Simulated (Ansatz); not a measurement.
All numbers below come from DFT PBE, scalar-relativistic, plane waves, PAW in Ansatz 0.2.0. Settings: cutoff 420 eV, Γ-centred meshes spaced at most about 0.3 Å⁻¹, and about 0.25 Å⁻¹ or finer for metals (2π included), Gaussian smearing. No spin polarisation.

These are static total energies at zero pressure.

Task: Order these relaxed structures of WSe2 by energy, lowest first, with the energy over the lowest of them.
A.

```
CELL_PARAMETERS angstrom
3.32102 0.00000 0.00000
-1.66051 2.87609 0.00000
0.00000 0.00000 16.65440
ATOMIC_POSITIONS crystal
W 0.00000 0.00000 0.00000
Se 0.33333 0.66667 0.10079
Se 0.33333 0.66667 0.89921
```

B.

```
CELL_PARAMETERS angstrom
1.64838 0.95169 6.98999
-1.64838 0.95169 6.98999
0.00000 -1.90338 6.98999
ATOMIC_POSITIONS crystal
W 0.00000 0.00000 0.00000
Se 0.74869 0.74869 0.74869
Se 0.25132 0.25132 0.25132
```

Result: A (0 meV/atom), B (252 meV/atom). Forms: A P-6m2; B R-3m. Counting Se atoms around W (those within 1.25 times the shortest such distance or 1.15 times the sum of covalent radii): A has W 6; B has W 6. Origin: A, reached from a Materials Project cell; B, invented. The lowest form computed isn't among them: it has the 2H molybdenite type, space group P6_3/mmc (No. 194), 24.3 Å³/atom, is reached from a cell as deposited in COD and lies 2 meV/atom below the best shown.

No dispersion correction is applied, so the spacing and binding between layers, chains or molecules are poorly described (P-6m2, R-3m), and this can change margins and order among such cells. Spin–orbit coupling, which can matter for W, is left out. Cells relaxed within their symmetry can be saddle points. Some types were kept out of the candidates beforehand, so the set may lack a known form.
